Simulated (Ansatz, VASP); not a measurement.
Two plane-wave programs on Cu

```
CELL_PARAMETERS angstrom
2.95106 0.00000 0.00000
0.00000 2.95106 0.00000
0.00000 0.00000 2.73152
ATOMIC_POSITIONS crystal
Cu 0.00000 0.00000 0.00000
Cu 0.50000 0.50000 0.50000
```

Change from the starting cell: strain along c alone, the other axes held, atoms relaxed: -1.0 %.

Alike in both runs: task single point; functional PBE; k mesh 14 × 14 × 16; occupations gaussian, width 0.1 eV; no spin polarisation.

```csv
,VASP,Ansatz
version,VASP 6.6.1,Ansatz 0.2.0
potentials or method,"VASP PAW PBE potentials, release 64 (Cu)","scalar-relativistic, plane waves, PAW"
plane-wave cutoff (eV),520,420
valence electrons in the cell,22,38
```

|  | VASP | Ansatz | Ansatz less VASP |
| --- | --- | --- | --- |
| gap on the k mesh at the Fermi level (eV) | none | none | - |
| pressure (GPa) | 2.7 | 1.4 | -1.30 |
| largest component of the traceless stress (GPa) | 0.17 | 0.12 | -0.048 |

A gap of «none» marks a metal or a gap that the smearing closes. With one functional, cell and mesh, what is left measures potentials, basis and numerics. The two sets of potentials don't hold the same shells in valence.
